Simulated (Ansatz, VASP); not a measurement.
**Cross-check of InP between VASP and Ansatz**

Aim: how closely do two programs agree when they are given the same cell, functional and k mesh? The cell is taken from a series of VASP runs on this material, whose earlier steps may have relaxed, scaled or displaced it; both programs get it as it stands. Other levels of theory on this material are compared in a session of their own.

Main program and level: Ansatz 0.2.0; plane waves, with VASP 6.6.1 beside it; band structure at LDA, spin-orbit coupling and band structure at r2SCAN, spin-orbit coupling.

### Step 1. The starting structure

The structure is cubic, space group F-43m (No. 216). The conventional cell has a = 5.869 Å, b = 5.869 Å, c = 5.869 Å, α = 90.00°, β = 90.00°, γ = 90.00°. Nearest to In lie 4 P at 2.54 Å. Nearest to P lie 4 In at 2.54 Å. Farther neighbours are not listed.

As a file:

```
In P
1.0
     0.00000    2.93435    2.93435
     2.93435    0.00000    2.93435
     2.93435    2.93435    0.00000
In P
1 1
Direct
  0.00000 0.00000 0.00000
  0.75000 0.75000 0.75000
```

### Step 2. VASP: band structure, LDA, spin-orbit coupling

Levels along a path test the potential and the projectors away from the mesh points.

Lines of VASP's logs that name or quote its potential files are left out, and so is its time.

INCAR reads:

```
SYSTEM = InP
PREC = Accurate
ENCUT = 350
EDIFF = 1E-06
NELM = 100
ISMEAR = 0
SIGMA = 0.03
LREAL = .FALSE.
ALGO = Normal
GGA = CA
LNONCOLLINEAR = .TRUE.
MAGMOM = 0 0 0 0 0 0
NBANDS = 30
GGA_COMPAT = .FALSE.
LASPH = .TRUE.
LSORBIT = .TRUE.
LORBIT = 11
LWAVE = .FALSE.
LCHARG = .FALSE.
KPAR = 4
```

POSCAR reads:

```
InP
1.0
    0.0000000000      2.9343500000      2.9343500000
    2.9343500000      0.0000000000      2.9343500000
    2.9343500000      2.9343500000      0.0000000000
In P
1 1
Direct
    0.0000000000      0.0000000000      0.0000000000
    0.7500000000      0.7500000000      0.7500000000
```

KPOINTS reads:

```
Automatic mesh
0
Gamma
6 6 6
0 0 0
```

KPOINTS_OPT reads:

```
Line mode
10
Line-mode
Reciprocal
  0.00000000   0.00000000   0.00000000 GAMMA
  0.50000000   0.00000000   0.50000000 X

  0.50000000   0.00000000   0.50000000 X
  0.50000000   0.25000000   0.75000000 W

  0.50000000   0.25000000   0.75000000 W
  0.37500000   0.37500000   0.75000000 K

  0.37500000   0.37500000   0.75000000 K
  0.00000000   0.00000000   0.00000000 GAMMA

  0.00000000   0.00000000   0.00000000 GAMMA
  0.50000000   0.50000000   0.50000000 L

  0.50000000   0.50000000   0.50000000 L
  0.62500000   0.25000000   0.62500000 U

  0.62500000   0.25000000   0.62500000 U
  0.50000000   0.25000000   0.75000000 W

  0.50000000   0.25000000   0.75000000 W
  0.50000000   0.50000000   0.50000000 L

  0.50000000   0.50000000   0.50000000 L
  0.37500000   0.37500000   0.75000000 K

  0.62500000   0.25000000   0.62500000 U
  0.50000000   0.00000000   0.50000000 X
```

Potentials, in the order of the species: In_d and P (LDA family, release 64).

Launch:

```console
$ mpirun -np 4 vasp_ncl
```

Numbers of over 12 decimals in the logs are rounded to 6 here.

What it wrote:

```text
[banner, memory and clock lines left out]
running    4 mpi-ranks, on    1 nodes
 distrk:  each k-point on    1 cores,    4 groups
 distr:  one band on    1 cores,    1 groups

 POSCAR found type information on POSCAR InP
 POSCAR found :  2 types and       2 ions
 LDA part: xc-table for (Slater(with rela. corr.)+CA(PZ))
 , standard interpolation
 POSCAR, INCAR and KPOINTS ok, starting setup
 FFT: planning ... GRIDC
 FFT: planning ... GRID_SOFT
 FFT: planning ... GRID
 WAVECAR not read
 entering main loop
       N       E                     dE             d eps       ncg     rms          rms(c)
DAV:   1     0.137292024985E+03    0.13729E+03   -0.63686E+03  1328   0.105E+03
DAV:   2     0.427974499966E+01   -0.13301E+03   -0.12701E+03  1376   0.305E+02
DAV:   3    -0.953675557347E+01   -0.13817E+02   -0.13613E+02  1624   0.114E+02
DAV:   4    -0.100949087224E+02   -0.55815E+00   -0.55703E+00  1628   0.237E+01
DAV:   5    -0.101271350851E+02   -0.32226E-01   -0.32222E-01  1974   0.501E+00    0.584E+00
DAV:   6    -0.973420623336E+01    0.39293E+00   -0.49327E-01  1906   0.134E+01    0.340E+00
DAV:   7    -0.969802284955E+01    0.36183E-01   -0.21720E-01  2044   0.344E+00    0.130E+00
DAV:   8    -0.969213453074E+01    0.58883E-02   -0.17094E-02  2044   0.175E+00    0.763E-01
DAV:   9    -0.969154740716E+01    0.58712E-03   -0.17651E-03  1566   0.280E-01    0.232E-01
DAV:  10    -0.969146007954E+01    0.87328E-04   -0.80141E-04  1900   0.512E-01    0.130E-01
DAV:  11    -0.969144283902E+01    0.17241E-04   -0.17329E-04  2034   0.199E-01    0.288E-02
DAV:  12    -0.969144357714E+01   -0.73812E-06   -0.22414E-05  1722   0.381E-02    0.227E-02
DAV:  13    -0.969144328224E+01    0.29490E-06   -0.13736E-06  1398   0.838E-03
   1 F= -.96914433E+01 E0= -.96914433E+01  d E =-.364836E-15  mag=    -0.0000    -0.0000     0.0000
 Start KPOINTS_OPT (optional k-point list driver)
k-point batch [1-22\100]
       N       E                     dE             ncg
DAV:   1     0.126443247458E+04   -0.70012E+04     1326
DAV:   2    -0.162975725509E+04   -0.28942E+04     1366
DAV:   3    -0.193662559482E+04   -0.30687E+03     1638
DAV:   4    -0.194898609372E+04   -0.12360E+02     1660
DAV:   5    -0.194966392310E+04   -0.67783E+00     2124
DAV:   6    -0.194967130334E+04   -0.73802E-02     1718
DAV:   7    -0.194967170345E+04   -0.40011E-03     2070
DAV:   8    -0.194967171081E+04   -0.73633E-05     1742
DAV:   9    -0.194967171105E+04   -0.23607E-06     1166
[...]
k-point batch [89-100\100]
       N       E                     dE             ncg
DAV:   1     0.505561797735E+04   -0.52916E+04      720
DAV:   2     0.347263420415E+04   -0.15830E+04      726
DAV:   3     0.331145832607E+04   -0.16118E+03      928
DAV:   4     0.330547115796E+04   -0.59872E+01      928
DAV:   5     0.330511436562E+04   -0.35679E+00     1176
DAV:   6     0.330511142840E+04   -0.29372E-02      930
DAV:   7     0.330511126578E+04   -0.16262E-03     1116
DAV:   8     0.330511126258E+04   -0.31972E-05      920
DAV:   9     0.330511126246E+04   -0.11673E-06      630
```

From OUTCAR (step 2):

```text
ion  position               nearest neighbor table
   1  0.000  0.000  0.000-   2 2.54   2 2.54   2 2.54   2 2.54
   2  0.750  0.750  0.750-   1 2.54   1 2.54   1 2.54   1 2.54

  LATTYP: Found a face centered cubic cell.
 ALAT       =     5.8687000000

 Subroutine GETGRP returns: Found 24 space group operations
 (whereof 24 operations were pure point group operations)

The static configuration has the point symmetry T_d .

 Found     22 irreducible k-points:

   k-points           NKPTS =     22   k-points in BZ     NKDIM =     22   number of bands    NBANDS=     30

   dimension x,y,z NGX =    28 NGY =   28 NGZ =   28
   dimension x,y,z NGXF=    56 NGYF=   56 NGZF=   56

   ENCUT  =  350.0 eV  25.72 Ry    5.07 a.u.   6.33  6.33  6.33*2*pi/ulx,y,z

   NELECT =      18.0000    total number of electrons

 k-points in reciprocal lattice and weights: Automatic mesh
   0.00000000  0.00000000  0.00000000       0.005
   0.16666667  0.00000000  0.00000000       0.019
  -0.16666667  0.00000000  0.00000000       0.019
   0.33333333  0.00000000  0.00000000       0.019
  -0.33333333  0.00000000  0.00000000       0.019
   0.50000000  0.00000000  0.00000000       0.019
   0.16666667  0.16666667  0.00000000       0.028
   0.33333333  0.16666667  0.00000000       0.056
  -0.33333333 -0.16666667  0.00000000       0.056
[...]
-0.33333333  0.33333333  0.16666667       0.111
  -0.33333333  0.50000000  0.16666667       0.056

 average (electrostatic) potential at core
       1 -95.2640       2 -84.0448

 E-fermi :   5.1588

 k-point     1 :       0.0000    0.0000    0.0000
  band No.  band energies     occupation
    ...
     14       4.9004      1.00000
     15       5.0036      1.00000
     16       5.0036      1.00000
     17       5.0036      1.00000
     18       5.0036      1.00000
     19       5.4578      0.00000
     20       5.4578      0.00000
     21       8.6218      0.00000
     22       8.6218      0.00000
     23       9.0797      0.00000
    ...

 k-point     2 :       0.1667    0.0000    0.0000
  band No.  band energies     occupation
    ...
     14       2.7195      1.00000
     15       4.6140      1.00000
     16       4.6140      1.00000
     17       4.6951      1.00000
     18       4.7083      1.00000
     19       6.5927      0.00000
     20       6.5927      0.00000
     21       9.1267      0.00000
     22       9.1267      0.00000
     23       9.4172      0.00000
    ...

 k-point     3 :      -0.1667    0.0000    0.0000
  band No.  band energies     occupation
    ...
     14       2.7195      1.00000
     15       4.6140      1.00000
     16       4.6140      1.00000
     17       4.6951      1.00000
     18       4.7083      1.00000
     19       6.5927      0.00000
     20       6.5927      0.00000
     21       9.1267      0.00000
     22       9.1267      0.00000
     23       9.4172      0.00000
    ...

  Total       -0.5438405     -0.5438405     -0.5438405     -0.0000000      0.0000000     -0.0000000
  in kB      -17.2431425    -17.2431425    -17.2431425     -0.0000000      0.0000000     -0.0000000
  external PRESSURE =     -17.2431425 kB  Pullay stress =       0.0000000 kB

  energy-cutoff  :      350.00
  volume of cell :       50.53
      direct lattice vectors                 reciprocal lattice vectors
     0.000000000  2.934350000  2.934350000    -0.170395488  0.170395488  0.170395488
     2.934350000  0.000000000  2.934350000     0.170395488 -0.170395488  0.170395488
     2.934350000  2.934350000  0.000000000     0.170395488  0.170395488 -0.170395488

 POSITION                                       TOTAL-FORCE (eV/Angst)
 -----------------------------------------------------------------------------------
      0.00000      0.00000      0.00000         0.000000      0.000000      0.000000
      4.40152      4.40152      4.40152        -0.000000     -0.000000     -0.000000
 -----------------------------------------------------------------------------------
    total drift:                               -0.000000     -0.000000     -0.000000

  FREE ENERGIE OF THE ION-ELECTRON SYSTEM (eV)
  ---------------------------------------------------
  free  energy   TOTEN  =        -9.6914432822 eV

  energy  without entropy=       -9.6914432822  energy(sigma->0) =       -9.69144328

 Spin-Orbit-Coupling matrix elements
 Ion:    1  E_soc:     -0.0754176
 Ion:    2  E_soc:     -0.0011546

 total charge
# of ion       s       p       d       tot
------------------------------------------
    1        0.843   0.782   9.894  11.519
    2        1.034   1.483   0.000   2.517
--------------------------------------------------
tot          1.876   2.265   9.894  14.036

 magnetization (x)
# of ion       s       p       d       tot
------------------------------------------
    1        0.000  -0.000  -0.000  -0.000
    2        0.000   0.000   0.000   0.000
--------------------------------------------------
tot          0.000   0.000  -0.000   0.000

 magnetization (y)
# of ion       s       p       d       tot
------------------------------------------
    1        0.000  -0.000  -0.000  -0.000
    2        0.000   0.000   0.000   0.000
--------------------------------------------------
tot          0.000   0.000  -0.000   0.000

 magnetization (z)
# of ion       s       p       d       tot
------------------------------------------
    1        0.000  -0.000  -0.000  -0.000
    2        0.000  -0.000   0.000  -0.000
--------------------------------------------------
tot          0.000  -0.000  -0.000  -0.000

[... 3 further parts left out ...]
```

The run ends at a pressure of -1.72 GPa.

### Step 3. Ansatz: band structure, LDA, spin-orbit coupling

Ansatz runs on its fully relativistic PAW (standard-fr) files.

The same cell, functional (in two slightly different forms), mesh and smearing now go to Ansatz, which takes its cutoff from its data sets.

input.yaml reads:

```yaml
crystal:
  lattice:
    - [0.0, 2.93435, 2.93435]
    - [2.93435, 0.0, 2.93435]
    - [2.93435, 2.93435, 0.0]
  atoms:
    - { symbol: In, position: [0.0, 0.0, 0.0] }
    - { symbol: P, position: [0.75, 0.75, 0.75] }
hamiltonian:
  xc: lda
  pseudopotentials: { kind: paw_fr }
magnetization:
  noncollinear: true
  spin_orbit: true
kpoints:
  mp_grid: { grid: [6, 6, 6] }
  band_path:
    path:
      - [0.0, 0.0, 0.0]
      - [0.16667, 0.0, 0.16667]
      - [0.33333, 0.0, 0.33333]
      - [0.5, 0.0, 0.5]
      - [0.5, 0.08333, 0.58333]
      - [0.5, 0.19444, 0.69444]
      - [0.5, 0.25, 0.75]
      - [0.45833, 0.29167, 0.75]
      - [0.40278, 0.34722, 0.75]
      - [0.375, 0.375, 0.75]
      - [0.20833, 0.20833, 0.41667]
      - [0.08333, 0.08333, 0.16667]
      - [0.0, 0.0, 0.0]
      - [0.22222, 0.22222, 0.22222]
      - [0.38889, 0.38889, 0.38889]
      - [0.51389, 0.47222, 0.51389]
      - [0.55556, 0.38889, 0.55556]
      - [0.61111, 0.27778, 0.61111]
      - [0.61111, 0.25, 0.63889]
      - [0.56944, 0.25, 0.68056]
      - [0.51389, 0.25, 0.73611]
      - [0.5, 0.27778, 0.72222]
      - [0.5, 0.38889, 0.61111]
      - [0.5, 0.47222, 0.52778]
      - [0.48611, 0.48611, 0.52778]
      - [0.43056, 0.43056, 0.63889]
      - [0.38889, 0.38889, 0.72222]
      - [0.59722, 0.19444, 0.59722]
      - [0.55556, 0.11111, 0.55556]
      - [0.5, 0.0, 0.5]
    npoints: 1
scf:
  occupations: { method: gaussian, width: 0.03 }
  n_extra_bands: 14
output:
  forces: true
  stress: true
  eigenvalues: true
```

Launch:

```console
$ ansatz run input.yaml --threads 2 --pin off --max-ram 4608MiB --backend cpu --events-out ev --progress --plain --runs-dir out
```

What it wrote:

```text
scf.n_extra_bands = 14 over 18 filled bands (N_el = 18.0): the run solves 32 bands
Engine: ansatz 0.2.0, aarch64-unknown-linux-gnu
Pseudopotentials: kind: paw_fr
Pseudopotential: In, paw_fr, valence charge 13, recommended cutoff 420 eV (normal), In.paw.azcp#standard-fr
Pseudopotential: P, paw_fr, valence charge 5, recommended cutoff 420 eV (normal), P.paw.azcp#standard-fr
Functional definition: SPW92
  exchange = slater_x
  correlation = pw_c
non-collinear run that drives no moment, with spin-orbit: no starting moment large enough to seed its density (crystal.atoms[].spin), no starting occupations that ask for one, no magnetisation constraint and no magnetic field, so the semilocal B_xc is pinned to zero
Crystal: 2 atoms, lattice volume = 50.532 Å³
Basis set: ecut = 420 eV, 965 PW (Γ)
Bands: 32, of which v1, the nominal top of the filled ones, is band 18 counted from 1 (17 counted from 0)
Symmetry: 24 space group operations + 24 with time reversal
Magnetic group: BNS 216.75 (UNI 1577), of the structure as read, at distance tolerance 3.7e-5 Å
k-points: 16 of 216 (time reversal used)
Projection manifold: j_resolved (fully-relativistic pseudo-atomic orbitals)
Non-local potential: In, projectors of the file, l = 0: 2, l = 1: 4, l = 2: 4, l = 3: 4
Non-local potential: P, projectors of the file, l = 0: 2, l = 1: 4, l = 2: 4
PAW form: soft (Blöchl's): semilocal exchange-correlation on the pseudo side does not see the compensation charge
PAW frozen core: In, regenerated for the run's functional, and the local potential with it (the file was generated under x = pbe(κ = 0.804, μ = 0.219515), c = pbe(β = 0.066725))
PAW frozen core: P, regenerated for the run's functional, and the local potential with it (the file was generated under x = pbe(κ = 0.804, μ = 0.219515), c = pbe(β = 0.066725))
PAW one-centre angular grid: In, 590 points (default); XC on 64 Gauss nodes
PAW one-centre angular grid: P, 110 points (default); XC on 64 Gauss nodes
Initial density: superposition of atomic densities (chi_scale 0.1, normalization cell, long waves kept (reshape's long-wave potential 0.00 eV rms))
Initial wavefunctions: pseudopotential atomic-orbital guess
Functional: x = slater, c = lda
SCF iter   1: F=—  HF=-6185.636617 eV  |F-HF|=—  |Δ(HF+E_count)|=         —  Δρ=3.24e-2  dr2=7.76e-1  dr2_m=0.00e0 (ungated)  ethr=3.10e-3  |M|=0.00e0 ∫|m|=0.00e0 μB  |m|>n=0.0e0 m-floor=0.0e0 τ_xc=0.0e0  β_m=0.30  ⟨swp⟩=8.9  Hψ=3287  notcnv=0  defer=15
preconditioner: auto → none  [insulator: Δε(μ)=0.761 eV  Ē_g=16.603 eV  σ=0.030 eV  W_gap=1.00  n_scr=14 (ndim 8)  ℏωp=22.2 eV  f_vac=0.000  D(μ)=0.00/eV (n_scr^D=0)  ε∞_Penn≈2.8]
SCF iter   2: F=—  HF=-6185.422851 eV  |F-HF|=—  |Δ(HF+E_count)|=   2.14e-1  Δρ=1.91e-2  dr2=1.62e-1  dr2_m=0.00e0 (ungated)  ethr=3.10e-3  |M|=0.00e0 ∫|m|=0.00e0 μB  |m|>n=0.0e0 m-floor=0.0e0 τ_xc=0.0e0  β_m=0.41  ⟨swp⟩=2.4  Hψ=787  notcnv=0  defer=124
SCF iter   3: F=—  HF=-6185.384011 eV  |F-HF|=—  |Δ(HF+E_count)|=   3.88e-2  Δρ=7.26e-3  dr2=1.66e-2  dr2_m=0.00e0 (ungated)  ethr=9.03e-4  |M|=0.00e0 ∫|m|=0.00e0 μB  |m|>n=0.0e0 m-floor=0.0e0 τ_xc=0.0e0  β_m=0.55  ⟨swp⟩=2.6  Hψ=559  notcnv=0  defer=124
SCF iter   4: F=—  HF=-6185.381110 eV  |F-HF|=—  |Δ(HF+E_count)|=   2.90e-3  Δρ=7.35e-4  dr2=1.09e-4  dr2_m=0.00e0 (ungated)  ethr=9.22e-5  |M|=0.00e0 ∫|m|=0.00e0 μB  |m|>n=0.0e0 m-floor=0.0e0 τ_xc=0.0e0  β_m=0.58  ⟨swp⟩=2.4  Hψ=572  notcnv=0  defer=124
SCF iter   5: F=—  HF=-6185.381123 eV  |F-HF|=—  |Δ(HF+E_count)|=   1.22e-5  Δρ=1.67e-4  dr2=7.49e-6  dr2_m=0.00e0 (ungated)  ethr=6.07e-7  |M|=0.00e0 ∫|m|=0.00e0 μB  |m|>n=0.0e0 m-floor=0.0e0 τ_xc=0.0e0  β_m=0.67  ⟨swp⟩=2.4  Hψ=678  notcnv=0  defer=124
SCF iter   6: F=—  HF=-6185.381119 eV  |F-HF|=—  |Δ(HF+E_count)|=   3.35e-6  Δρ=1.19e-5  dr2=4.49e-8  dr2_m=0.00e0 (ungated)  ethr=5.56e-10  |M|=0.00e0 ∫|m|=0.00e0 μB  |m|>n=0.0e0 m-floor=0.0e0 τ_xc=0.0e0  β_m=0.73  ⟨swp⟩=11.9  Hψ=3480  notcnv=0
SCF iter   7: F=-6185.381119 eV  HF=-6185.381119 eV  |F-HF|=1.31e-10  |Δ(HF+E_count)|=   7.33e-9  Δρ=1.40e-6  dr2=7.30e-10  dr2_m=0.00e0 (ungated)  ethr=2.50e-10  |M|=0.00e0 ∫|m|=0.00e0 μB  |m|>n=0.0e0 m-floor=0.0e0 τ_xc=0.0e0  ⟨swp⟩=2.0  Hψ=1380  notcnv=0
SCF 1 converged in 7 iterations: F = -6185.381119 eV  dr2 = 7.30e-10
  greatest PAW one-centre occupation: 0.981 electrons in one spin orbital (limit 2), on the In atom at site 0 (counted from 0), in its partial waves of l = 2
NSCF: frozen V_eff on 30 k-points
SCF converged after 7 iterations
Magnetization: |M| = 0.0000 μB,  M = (+0.0000, +0.0000, +0.0000) μB
Absolute magnetization: 0.0000 μB (∫|m|)
  site 0: m = (+0.0000, +0.0000, +0.0000) μB, |m| = 0.0000 μB  (R = 1.05 Å)
  site 1: m = (+0.0000, +0.0000, +0.0000) μB, |m| = 0.0000 μB  (R = 1.05 Å)
Free energy (F): -6185.381119 eV
Harris-Foulkes:  -6185.381119 eV  (|F-HF|=1.31e-10)
Internal energy: -6185.381119 eV  (E = F + TS)
E sigma→0 (E₀):  -6185.381119 eV
Fermi energy:    6.944795 eV
--- Per-component energies (eV) ---
  E_band       = -57.562725
  E_kinetic    = 314.343398
  E_local      = -1404.994897  (includes V_loc(G=0)·N_el)
  E_nonlocal   = 405.723626
  E_hartree    = 550.995786
  E_xc         = -274.326627
  E_vxc        = -161.478137  (∫ρ·V_xc dr)
  E_paw        = -4558.424566  (= ΣΔE_a)
  E_vpaw       = -313.147668  (= ΣTr[D̂ρ^β])
  E_aug_tail   = 0.000029  (compensation charges beyond the density's cutoff)
  E_ewald      = -1219.106662
  E_core_change = 0.408793  (= ΣΔE_core)
  E_smearing   = -0.000000  (= −TS)
  E_closure    = 0.000000  (closes the sum)
  Σ components = -6185.381119   (vs F -6185.381119, Δ=0.00e0)
--- Forces (eV/Å), atoms counted from 1 ---
  atom   1  In    -0.00000000    -0.00000000    -0.00000000
  atom   2  P      0.00000000    -0.00000000    -0.00000000
  max |Σ_I F_I| component: 6.48e-17 eV/Å
--- Stress (GPa, compression-positive) ---
       -1.545966       0.000000      -0.000000
        0.000000      -1.545966       0.000000
       -0.000000       0.000000      -1.545966
  P = ⅓ Tr σ = -1.5460 GPa (-15.460 kbar)
--- Band table (eV; the first three rows and the last of 16) ---
  k-point 0: bands = [... 14 lower, 6.7304, 6.7304, 6.7304, 6.7304, 7.1577, 7.1577, 10.3305, 10.3305, ... 10 higher]
  k-point 1: bands = [... 14 lower, 6.3379, 6.3379, 6.4221, 6.4352, 8.3016, 8.3016, 10.8374, 10.8374, ... 10 higher]
  k-point 2: bands = [... 14 lower, 5.8480, 5.8480, 5.9553, 5.9666, 8.1475, 8.1475, 11.3270, 11.3270, ... 10 higher]
  k-point 15: bands = [... 14 lower, 3.7514, 3.8515, 3.9011, 3.9318, 9.8013, 9.8704, 10.1767, 10.1896, ... 10 higher]
```

Elapsed: 12 s, on 2 threads of Arm Neoverse N1, shared host; peak memory 0.42 GiB.

(Continued in part 2 of 2.)

[Lines on the potential files, build, host, timing and source positions are cut from VASP's logs without a mark.]

[Logs are printed without paths, hosts, clocks, repeated set-up lines and the standing remarks that a program may print on its own settings, such as how far it seeks lower states.]

[Hosts, paths, dates, database ids (printed as entryN), source tags and the programs' standing remarks are cut or masked in the printed files.]
